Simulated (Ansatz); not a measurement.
# Silicon, hcp: HSE06 after PBE

Aim: see what exact exchange does to the levels, and what it costs. Spin polarisation is left out. The cell comes from an earlier PBE relaxation. Exact exchange is dear, so the k-mesh is coarse, and PBE is run on the same mesh for comparison.

Method: DFT, plane waves (420 eV) with PBE-made PAW files, scalar-relativistic; functionals as named at each step, in Ansatz 0.2.0.

### 1 Starting point

It takes space group P6_3/mmc (No. 194, hexagonal). Conventional cell: a = 2.701 Å, b = 2.701 Å, c = 4.554 Å, α = 90.00°, β = 90.00°, γ = 120.00°. Si (site symmetry -6m2) has 12 Si at 2.70 to 2.76 Å as nearest neighbours.

Structure file:

```
Si
1.0
     2.70133    0.00000    0.00000
    -1.35067    2.33942    0.00000
     0.00000    0.00000    4.55350
Si
2
Cartesian
  0.0000 1.5596 1.1384
  1.3507 0.7798 3.4151
```

### 2 PBE, coarse mesh

The run with PBE.

input.yaml reads:

```yaml
crystal:
  lattice:
    - [2.7013333992, 0.0, 0.0]
    - [-1.3506666996, 2.3394233478, 0.0]
    - [0.0, 0.0, 4.5535026513]
  atoms:
    - { symbol: Si, position: [0.3333333333, 0.6666666667, 0.25] }
    - { symbol: Si, position: [0.6666666667, 0.3333333333, 0.75] }
hamiltonian:
  xc: pbe
  pseudopotentials:
    kind: paw
    azcp:
      Si: "pseudopotentials/Si.paw.azcp"
basis:
  ecutwfc: 420
  fft_grid_basis: typed
kpoints:
  mp_grid: { grid: [7, 7, 4], shift: [0, 0, 0] }
magnetization:
  spin_polarized: false
scf:
  occupations: { method: fermi_dirac, width: 0.1 }
```

Command:

```bash
> ansatz run input.yaml --threads 4 --pin off --max-ram 8192MiB --backend cpu --events-out ev --progress --plain --runs-dir out
```

The program printed:

```text
Warning: RAYON_NUM_THREADS=4 ignored (pool sized by the plan → 4); use --threads N
Engine: ansatz 0.2.0, x86_64-unknown-linux-gnu
Pseudopotentials: kind: paw
Pseudopotential: Si, paw, valence charge 4, recommended cutoff 420 eV (normal), <dir>
Functional definition: PBE
  parameter kappa = 0.804
  parameter beta = 0.06672455060314922
  exchange = pbe_x(kappa = kappa, mu = beta*pi^2/3)
  correlation = pbe_c(beta = beta)
Crystal: 2 atoms, lattice volume = 28.776 Å³
Basis set: ecut = 420 eV, 549 PW (Γ)
Bands: 8, of which v1, the nominal top of the filled ones, is band 4 counted from 1 (3 counted from 0)
Symmetry: 24 space group operations
Space group: P63/mmc (ITA 194), of the structure as read, at distance tolerance 3.1e-5 Å
k-points: 24 of 196
Non-local potential: Si, projectors of the file, l = 0: 2, l = 1: 2, l = 2: 2
PAW form: soft (Blöchl's): semilocal exchange-correlation on the pseudo side does not see the compensation charge
PAW one-centre angular grid: Si, 110 points (default); XC on 64 Gauss nodes
Initial density: superposition of atomic densities (neutral atoms: chi_scale 0, normalization atom), corrected by the library's trained network
Initial wavefunctions: pseudopotential atomic-orbital guess
Functional: x = pbe(κ = 0.804, μ = 0.2195149727645171), c = pbe(β = 0.06672455060314922)
SCF iter   1: F=—  HF=-1270.593025 eV  |F-HF|=—  |Δ(HF+E_count)|=         —  Δρ=3.44e-3  dr2=1.82e-3  ethr=1.77e-3  ⟨swp⟩=5.0  Hψ=1449  notcnv=0
preconditioner: auto → none  [metal: Δε(μ)=0.109 eV  Ē_g=10.081 eV  σ=0.100 eV  W_gap=0.26  n_scr=2 (ndim 8)  ℏωp=19.6 eV  f_vac=0.000  D(μ)=1.22/eV (n_scr^D=10)  sad-step TF]
SCF iter   2: F=—  HF=-1270.593399 eV  |F-HF|=—  |Δ(HF+E_count)|=   3.74e-4  Δρ=2.12e-3  dr2=7.12e-4  ethr=2.27e-5  ⟨swp⟩=1.2  Hψ=396  notcnv=0
SCF iter   3: F=—  HF=-1270.593600 eV  |F-HF|=—  |Δ(HF+E_count)|=   2.01e-4  Δρ=7.51e-5  dr2=4.13e-7  ethr=8.90e-6  ⟨swp⟩=1.0  Hψ=188  notcnv=0
SCF iter   4: F=—  HF=-1270.593601 eV  |F-HF|=—  |Δ(HF+E_count)|=   5.72e-7  Δρ=1.07e-5  dr2=1.88e-8  ethr=5.16e-9  ⟨swp⟩=2.0  Hψ=284  notcnv=0
iter 5 did not close the SCF: its close was put off for the readings that it lacked (scf_convergence_deferred on its scf_iter line)
SCF iter   5: F=-1270.593601 eV  HF=-1270.593601 eV  |F-HF|=5.54e-10  |Δ(HF+E_count)|=   7.71e-9  Δρ=2.19e-6  dr2=5.08e-10  ethr=2.35e-10  ⟨swp⟩=2.0  Hψ=285  notcnv=0
SCF iter   6: F=-1270.593601 eV  HF=-1270.593601 eV  |F-HF|=0.00e0  |Δ(HF+E_count)|=  6.19e-10  Δρ=9.54e-8  dr2=8.92e-13  ethr=6.35e-12  ⟨swp⟩=1.0  Hψ=570  notcnv=0
SCF 1 converged in 6 iterations: F = -1270.593601 eV  dr2 = 8.92e-13
SCF converged after 6 iterations
Free energy (F): -1270.593601 eV
Harris-Foulkes:  -1270.593601 eV  (|F-HF|=0.00e0)
Internal energy: -1270.556117 eV  (E = F + TS)
E sigma→0 (E₀):  -1270.574859 eV
Entropy (-TS):   -0.037484 eV (-18.742 meV/atom)
Fermi energy:    10.964587 eV
--- Per-component energies (eV) ---
  E_band       = 40.658668
  E_kinetic    = 82.287778
  E_local      = 5.665427  (includes V_loc(G=0)·N_el)
  E_nonlocal   = 50.635455
  E_hartree    = 0.846370
  E_xc         = -112.155302
  E_vxc        = -95.829889  (∫ρ·V_xc dr)
  E_paw        = -1024.286380  (= ΣΔE_a)
  E_vpaw       = -3.792858  (= ΣTr[D̂ρ^β])
  E_aug_tail   = 0.000015  (compensation charges beyond the density's cutoff)
  E_ewald      = -273.549479
  E_smearing   = -0.037484  (= −TS)
  E_closure    = 0.000000  (closes the sum)
  Σ components = -1270.593601   (vs F -1270.593601, Δ=0.00e0)
```

Wall time 0.2 s (4 threads of Intel Xeon 6975P-C (Granite Rapids), shared host); peak memory 0.29 GiB.

### 3 HSE06 on the coarse mesh

The run with HSE06.

input.yaml: that of step 2 with these lines changed.

```diff
@@ -9,3 +9,3 @@
 hamiltonian:
-  xc: pbe
+  xc: hse06
   pseudopotentials:
```

Command:

```bash
> ansatz run input.yaml --threads 4 --pin off --max-ram 8192MiB --backend cpu --events-out ev --progress --plain --runs-dir out
```

The program printed:

```text
Warning: RAYON_NUM_THREADS=4 ignored (pool sized by the plan → 4); use --threads N
[... 3 set-up lines as earlier in the session ...]
Functional definition: HSE06
  parameter a = 0.25
  parameter omega = 0.11/bohr
  exchange = pbe_x - a*pbe_x_sr(omega) + a*exact_x_sr(omega)
  correlation = pbe_c
Crystal: 2 atoms, lattice volume = 28.776 Å³
Basis set: ecut = 420 eV, 549 PW (Γ)
Bands: 8, of which v1, the nominal top of the filled ones, is band 4 counted from 1 (3 counted from 0)
[... 2 set-up lines as earlier in the session ...]
k-points: 24 of 196
[... 2 set-up lines as earlier in the session ...]
PAW frozen core: Si, regenerated for the run's functional, and the local potential with it (the file was generated under x = pbe(κ = 0.804, μ = 0.2195149727645171), c = pbe(β = 0.06672455060314922))
[... 3 set-up lines as earlier in the session ...]
Functional: x = pbe(κ = 0.804, μ = 0.2195149727645171), c = pbe(β = 0.06672455060314922), warm-up for x = pbe(κ = 0.804, μ = 0.2195149727645171) + 0.25 (exact − pbe) at short range (hse, ω = 0.20786987370883472 Å⁻¹), c = pbe(β = 0.06672455060314922); HSE06 as pw.x's `hse` composes it (authors' and Libxc's form: `xc: wpbeh`)
SCF iter   1: F=—  HF=-1270.592054 eV  |F-HF|=—  |Δ(HF+E_count)|=         —  Δρ=3.59e-3  dr2=2.06e-3  ethr=1.77e-3  ⟨swp⟩=6.9  Hψ=973  notcnv=0
preconditioner: auto → none  [metal: Δε(μ)=0.108 eV  Ē_g=10.087 eV  σ=0.100 eV  W_gap=0.26  n_scr=2 (ndim 8)  ℏωp=19.6 eV  f_vac=0.000  D(μ)=1.23/eV (n_scr^D=10)  sad-step TF]
SCF iter   2: F=—  HF=-1270.592431 eV  |F-HF|=—  |Δ(HF+E_count)|=   3.77e-4  Δρ=2.20e-3  dr2=7.95e-4  ethr=2.58e-5  ⟨swp⟩=2.3  Hψ=311  notcnv=0
iter 3 solved again at ethr=4.93e-9 eV; its pass at ethr=9.93e-6 eV (dr2=3.95e-7 eV) is discarded
SCF iter   3: F=—  HF=-1270.592596 eV  |F-HF|=—  |Δ(HF+E_count)|=   1.65e-4  Δρ=7.64e-5  dr2=5.98e-7  ethr=4.93e-9  ⟨swp⟩=4.5  Hψ=798  notcnv=0
eigensolver tolerance schedule calibrated: the retry pair's looser diagonalisation under-reported the residual by θ = 0.34 (0.10/decade); ethr = c·dr2/N_el runs at the constant in force after the calibration composes with the one it found (an armed cap, an earlier calibration), c = 9.5e-2
SCF iter   4: F=—  HF=-1270.592597 eV  |F-HF|=—  |Δ(HF+E_count)|=   8.54e-7  Δρ=1.01e-5  dr2=1.19e-8  ethr=4.93e-9  ⟨swp⟩=2.8  Hψ=344  notcnv=0
SCF iter   5: F=-1270.592597 eV  HF=-1270.592597 eV  |F-HF|=9.12e-11  |Δ(HF+E_count)|=   2.08e-8  Δρ=1.18e-6  dr2=2.23e-10  ethr=1.40e-10  ⟨swp⟩=3.3  Hψ=346  notcnv=0
SCF 1 converged in 5 iterations: F = -1270.592597 eV  dr2 = 2.23e-10
Initial density: handed on by an earlier stage of this run
Initial wavefunctions: those handed on with the density
Functional: x = pbe(κ = 0.804, μ = 0.2195149727645171) + 0.25 (exact − pbe) at short range (hse, ω = 0.20786987370883472 Å⁻¹), c = pbe(β = 0.06672455060314922); HSE06 as pw.x's `hse` composes it (authors' and Libxc's form: `xc: wpbeh`)
Exchange kernel: α = 0.2500, screened, ω = 0.2079 Å⁻¹, Wigner–Seitz truncation, v(0) = 1042.8825 eV·Å³, q-mesh 7×7×4, nearest image of the exchange supercell L = 18.21 Å, pair-density grid 9×9×18, without the augmentation charges, whose exchange is taken in its separable form by FFT convolution over the k-point mesh (sized by the pseudopotential files, 16×16×32 at the most), smooth part of the exact exchange by density-matrix convolution
Frozen-core exchange: fock
iter 1 solved again at ethr=3.27e-5 eV; its pass at ethr=1.00e-1 eV (dr2=2.77e-3 eV) is discarded
SCF iter   1: F=—  HF=-1271.280918 eV  |F-HF|=—  |Δ(HF+E_count)|=         —  Δρ=3.09e-3  dr2=3.09e-3  ethr=3.27e-5  ⟨swp⟩=3.9  Hψ=986  notcnv=0
preconditioner: auto → none  [metal: Δε(μ)=0.125 eV  Ē_g=11.394 eV  σ=0.100 eV  W_gap=0.29  n_scr=2 (ndim 8)  ℏωp=19.6 eV  f_vac=0.000  D(μ)=1.14/eV (n_scr^D=2)]
SCF iter   2: F=—  HF=-1271.279417 eV  |F-HF|=—  |Δ(HF+E_count)|=   1.50e-3  Δρ=1.26e-3  dr2=5.50e-4  ethr=3.27e-5  ⟨swp⟩=2.0  Hψ=292  notcnv=0
SCF iter   3: F=—  HF=-1271.280009 eV  |F-HF|=—  |Δ(HF+E_count)|=   5.92e-4  Δρ=2.49e-4  dr2=2.26e-5  ethr=5.41e-6  ⟨swp⟩=2.1  Hψ=294  notcnv=0
SCF iter   4: F=—  HF=-1271.280004 eV  |F-HF|=—  |Δ(HF+E_count)|=   5.12e-6  Δρ=4.17e-5  dr2=1.06e-6  ethr=1.94e-7  ⟨swp⟩=3.9  Hψ=429  notcnv=0
SCF iter   5: F=-1271.280009 eV  HF=-1271.280009 eV  |F-HF|=3.31e-8  |Δ(HF+E_count)|=   5.35e-6  Δρ=1.87e-5  dr2=9.75e-8  ethr=4.65e-9  ⟨swp⟩=3.7  Hψ=539  notcnv=0  defer=1
SCF 2 converged in 5 iterations: F = -1271.280009 eV  dr2 = 9.75e-8
hybrid outer 1: dexx = +9.134e-4 eV, tail = 7.39e-7 eV
Exchange kernel: α = 0.2500, screened, ω = 0.2079 Å⁻¹, Wigner–Seitz truncation, v(0) = 1042.8825 eV·Å³, q-mesh 7×7×4, nearest image of the exchange supercell L = 18.21 Å, pair-density grid 9×9×18, without the augmentation charges, whose exchange is taken in its separable form by FFT convolution over the k-point mesh (sized by the pseudopotential files, 16×16×32 at the most), smooth part of the exact exchange by density-matrix convolution
Frozen-core exchange: fock
SCF iter   1: F=—  HF=-1271.280012 eV  |F-HF|=—  |Δ(HF+E_count)|=         —  Δρ=2.22e-5  dr2=1.05e-7  ethr=4.62e-8  ⟨swp⟩=4.3  Hψ=552  notcnv=0
preconditioner: auto → none  [metal: Δε(μ)=0.123 eV  Ē_g=11.390 eV  σ=0.100 eV  W_gap=0.29  n_scr=2 (ndim 8)  ℏωp=19.6 eV  f_vac=0.000  D(μ)=1.12/eV (n_scr^D=2)]
SCF iter   2: F=-1271.280012 eV  HF=-1271.280012 eV  |F-HF|=2.07e-8  |Δ(HF+E_count)|=   6.55e-9  Δρ=9.31e-6  dr2=2.72e-8  ethr=1.22e-9  ⟨swp⟩=2.7  Hψ=332  notcnv=0
SCF 3 converged in 2 iterations: F = -1271.280012 eV  dr2 = 2.72e-8
hybrid outer 2: dexx = +1.138e-8 eV, tail = 5.93e-8 eV, Δε = 2.87e-4 eV (about 8.28e-5 eV left of the loop's levels)
hybrid SCF converged: 2 outer / 7 inner (+5 warm-up), last move |dexx| = 1.14e-8 eV, tail = 5.93e-8 eV
Stability not checked: this state was not tested for a lower state beside it, because the functional holds exact exchange (a hybrid, or Hartree-Fock), whose exchange loop this test does not read (fock_operator; see scf.lower_state_search)
Free energy (F): -1271.280012 eV
Frozen-core exchange: fock
Harris-Foulkes:  -1271.280012 eV  (|F-HF|=2.07e-8)
Internal energy: -1271.245935 eV  (E = F + TS)
E sigma→0 (E₀):  -1271.262973 eV
Entropy (-TS):   -0.034077 eV (-17.038 meV/atom)
Fermi energy:    11.036026 eV
--- Per-component energies (eV) ---
  E_band       = 34.548028
  E_kinetic    = 82.068308
  E_local      = 6.991618  (includes V_loc(G=0)·N_el)
  E_nonlocal   = 49.321255
  E_hartree    = 0.795873
  E_xc         = -91.623648
  E_vxc        = -78.388856  (∫ρ·V_xc dr)
  E_exx        = -10.833572  (= α·E_x^exact, valence–valence)
  E_paw        = -1034.298071  (= ΣΔE_a)
  E_vpaw       = -5.369175  (= ΣTr[D̂ρ^β])
  E_aug_tail   = 0.000015  (compensation charges beyond the density's cutoff)
  E_ewald      = -273.549479
  E_core_change = -0.118233  (= ΣΔE_core)
  E_smearing   = -0.034077  (= −TS)
  E_closure    = 0.000000  (closes the sum)
  Σ components = -1271.280012   (vs F -1271.280012, Δ=0.00e0)
--- Band table (eV; the first three rows and the last of 24) ---
  k-point 0: bands = ["-5.5538", "1.6424", "2.7179", "20.4912", "20.4912", "21.8513", "21.8513", "22.4954"]
  k-point 1: bands = ["-5.0712", "-1.2331", "6.5511", "17.2545", "20.8635", "20.8635", "22.1764", "22.1764"]
  k-point 2: bands = ["-3.6270", "-3.6270", "11.6745", "11.6745", "21.9049", "21.9049", "21.9049", "21.9049"]
  k-point 23: bands = ["3.4860", "3.4860", "7.3680", "7.3680", "8.0330", "8.0330", "17.8781", "17.8781"]
```

Run time: 1.7 s. Hardware: 4 threads of Intel Xeon 6975P-C (Granite Rapids), shared host; peak memory 0.68 GiB.

### 4 The functionals compared

```
functional               gap on the mesh  Fermi energy (eV)  SCF cycles  exchange loops  CPU time
       PBE  none (levels filled in part)             10.965           6               -    0.29 s
     HSE06  none (levels filled in part)             11.036          12               2     4.6 s
```

### 5 Summary of results

```
                         quantity                         value
                         PBE: gap  none (levels filled in part)
                       HSE06: gap  none (levels filled in part)
HSE06: SCF cycles, exchange loops                         12, 2
 HSE06: CPU time over that of PBE                            16
       HSE06: relative to diamond                 +647 meV/atom
```

What this shows: Both PBE and HSE06 leave levels filled in part. The hybrid took 16 times as much CPU time as PBE on the same settings. HSE06 needed 2 outer loops of the exchange operator. To compare with dense-mesh energies, the change of PBE from this mesh and smearing to its dense run (-16.9 meV/atom, from a run not shown) is added. Under HSE06 it lies 647 meV/atom above diamond (computed apart in the same way); on such meshes a few tens of meV are uncertain for metals. Absolute energies differ from functional to functional, by eV per atom at times, and say nothing by themselves.
